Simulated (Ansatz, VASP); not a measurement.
Li2H in VASP and in Ansatz

The input INCAR:

```
PREC = Accurate
ENCUT = 520
EDIFF = 1E-7
ISMEAR = 0
SIGMA = 0.1
LREAL = False
LASPH = True
NELM = 60
ALGO = Normal
ISIF = 2
LWAVE = False
LCHARG = False
GGA = PE
NBANDS = 10
```

Contents of KPOINTS:

```
Automatic mesh
0
Gamma
  6 6 6
```

Contents of POSCAR:

```
Li2H
1.0
    1.4049271000      0.8111350000      5.1137827000
   -1.4049271000      0.8111350000      5.1137827000
    0.0000000000     -1.6222700000      5.1137827000
Li H
2 1
Direct
    0.0815287000      0.0815287000      0.0815287000
    0.9184880000      0.9184880000      0.9184880000
    0.6669520000      0.6669520000      0.6669520000
```

Input for Ansatz:

```yaml
crystal:
  lattice:
    - [1.4049271, 0.811135, 5.1137827]
    - [-1.4049271, 0.811135, 5.1137827]
    - [0.0, -1.62227, 5.1137827]
  atoms:
    - { symbol: Li, position: [0.0815287, 0.0815287, 0.0815287] }
    - { symbol: Li, position: [0.918488, 0.918488, 0.918488] }
    - { symbol: H, position: [0.666952, 0.666952, 0.666952] }
basis:
  ecutwfc: 420
kpoints:
  mp_grid: { grid: [6, 6, 6] }
hamiltonian:
  xc: pbe
scf:
  occupations: { method: gaussian, width: 0.1 }
  lower_state_search: "off"
output:
  forces: true
  stress: true
  eigenvalues: true
```

Change from the starting cell: relaxed end of: ordered vacancies on the anion sites of nickel arsenide (P-6m2, No. 187).

Alike in both runs: task single point; functional PBE; k mesh 6 × 6 × 6; occupations gaussian, width 0.1 eV; no spin polarisation.

|  | VASP | Ansatz |
| --- | --- | --- |
| version | VASP 6.6.1 | Ansatz 0.2.0 |
| potentials or method | VASP PAW PBE potentials, release 64 (Li_sv, H) | scalar-relativistic, plane waves, PAW |
| plane-wave cutoff (eV) | 520 | 420 |
| valence electrons in the cell | 7 | 7 |

VASP gave:

```
gap on the k mesh at the Fermi level (eV) : none
rms of the force components (eV/Å)        : 0.006
```

Question: Which values does Ansatz return?

Answer: gap on the k mesh at the Fermi level (eV): none; rms of the force components (eV/Å): 0.005.

Atom by atom the forces differ by 0.001 eV/Å (rms over components). A gap of «none» marks a metal or a gap that the smearing closes. The functional is the same, so the differences come from potentials, cutoffs and numerics.

Caveats: the k mesh is coarse (spacing up to 0.44 Å⁻¹), so the values aren't converged.
